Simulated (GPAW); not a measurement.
The system is SnO.

```xyz
4
Lattice="3.8137 0.0000 0.0000 0.0000 3.8137 0.0000 0.0000 0.0000 4.8869" Properties=species:S:1:pos:R:3 pbc="T T T"
Sn    1.9068    0.0000    3.7367
Sn    0.0000    1.9068    1.1503
O     0.0000    0.0000    0.0000
O     1.9068    1.9068    0.0000
```

The cell is a database's computed one.

```yaml
Program: GPAW 26.7.0
Task: relaxation of cell and atoms
Functional: PBEsol
Dispersion: D3
Potentials_or_basis: PAW data sets generated in the run's folder for this functional
Cutoff: 800 eV
Basis: pw
k_mesh: 5 × 5 × 4
Occupations: fermi-dirac, width 0.05 eV
Spin: no spin polarisation
```

At the start: pressure -2.2 GPa; volume 17.77 Å³/atom.

Question: Where does the relaxation end?

Answer: Over 12 steps the energy falls by 9.2 meV/atom and the volume is 16.46 Å³/atom (-7.4 %); space group P4/nmm (No. 129, to 0.05 Å).

Step by step:
| step | energy change (eV) | largest force (eV/Å) | pressure (GPa) | volume (Å³) |
| --- | --- | --- | --- | --- |
| 1 | 0.0000 | 0.0240 | -2.17 | 71.08 |
| 2 | -0.0023 | 0.0525 | -1.97 | 70.89 |
| 3 | -0.0155 | 0.3000 | 0.26 | 68.82 |
| 4 | -0.0178 | 0.2646 | 0.37 | 68.49 |
| 5 | -0.0231 | 0.0218 | 0.13 | 67.47 |
| 6 | -0.0238 | 0.0314 | -0.01 | 67.31 |
| 7 | -0.0255 | 0.1202 | -0.23 | 66.93 |
| 8 | -0.0283 | 0.1985 | -0.41 | 66.41 |
| 9 | -0.0324 | 0.2190 | -0.49 | 65.86 |
| 10 | -0.0355 | 0.1354 | -0.35 | 65.67 |
| 11 | -0.0368 | 0.0360 | -0.11 | 65.77 |
| 12 | -0.0369 | 0.0018 | -0.01 | 65.83 |

Final structure:
```
Sn O
1.0
     3.77793    0.00000    0.00000
     0.00000    3.77793    0.00000
     0.00000    0.00000    4.61213
Sn O
2 2
Cartesian
  1.8890 0.0000 3.4592
  0.0000 1.8890 1.1529
  0.0000 0.0000 0.0000
  1.8890 1.8890 0.0000
```

Caveat: later steps reuse the first step's grids; pairwise dispersion overbinds metals, which lowers pressure and volume.
